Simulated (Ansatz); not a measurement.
# MoP$_{4}$: work and stress of cleavage

The calculation used Ansatz, DFT PBEsol, scalar-relativistic, plane waves, PAW. The runs took a 420 eV cutoff, a Γ-centred 8×7×4 mesh and Gaussian smearing (0.15 eV). No spin polarisation. Energies are free energies at this smearing, counted from the undisturbed cell; pressure is positive in compression.

Zero of the scan (relaxed at this level; it needn't be the usual structure):

```
Mo P
1.0
    -5.29378    0.00000   -0.00967
     2.03419    0.00000   -5.40800
     0.00000  -11.11443    0.00000
Mo P
4 16
Direct
  0.00000 0.75000 0.78415
  0.50000 0.75000 0.28415
  0.00000 0.25000 0.90005
  0.50000 0.25000 0.40005
  0.22143 0.31800 0.24648
  0.72143 0.31800 0.74648
  0.77857 0.18200 0.24648
  0.27857 0.18200 0.74648
  0.77857 0.68200 0.43772
  0.27857 0.68200 0.93772
  0.22143 0.81800 0.43772
  0.72143 0.81800 0.93772
  0.22290 0.80994 0.12188
  0.72290 0.80994 0.62188
  0.77710 0.69006 0.12188
  0.27710 0.69006 0.62188
  0.77710 0.19006 0.56232
  0.27710 0.19006 0.06232
  0.22290 0.30994 0.56232
  0.72290 0.30994 0.06232
```

The cut lies on the cell's a–b face, a (0 -1 0) plane (indices in the standard cell, whose axes needn't be the Cartesian ones shown) of area 28.65 Å², between layers 1.38 Å apart. Vector c is lengthened by d along the normal with the atoms' Cartesian places fixed: one unrelaxed cut a cell. The traction is positive where the two halves pull on each other.

```
d (Å) energy (J/m²) traction (GPa)
-0.30           0.95           -75.6
 0.00           0.00             0.0
 0.25           0.33            22.2
 0.50           0.96            26.7
 1.00           2.12            18.2
 1.50           2.79             9.1
 2.00           3.10             3.9
 3.00           3.27             0.6
 6.00           3.31             0.0
```

What are the work of separation and the cleavage stress, and do they fit the universal binding curve?

The energy levels off near W ≈ 3.31 J/m² (the traction is down to 0.0 GPa), the energy of the two unrelaxed faces, 1.65 J/m² each on average. The largest sampled traction is 26.7 GPa at d = 0.50 Å, and a parabola through it and its two neighbours peaks at σ_max ≈ 26.9 GPa, d ≈ 0.57 Å. The curve E = W[1 − (1 + d/ℓ)exp(−d/ℓ)] peaks in traction at d = ℓ with σ_max = W/(eℓ); with 1 J/m² per Å = 10 GPa this W and σ_max give ℓ = 0.45 Å. A parabola through that curve at the same three d peaks at 0.54 Å, against 0.57 Å here, a fair fit. Real crystals break at far lower stress, because cracks concentrate it, and on the plane of lowest W, which needn't be this one.

The cut is rigid; relaxing the faces lowers these energies and usually the stresses.

In a metal these slopes depend on the k mesh and the smearing.

Cost: 9 runs of about 22 core-minutes in all, on Intel Xeon 6975P-C (Granite Rapids) (shared hosts).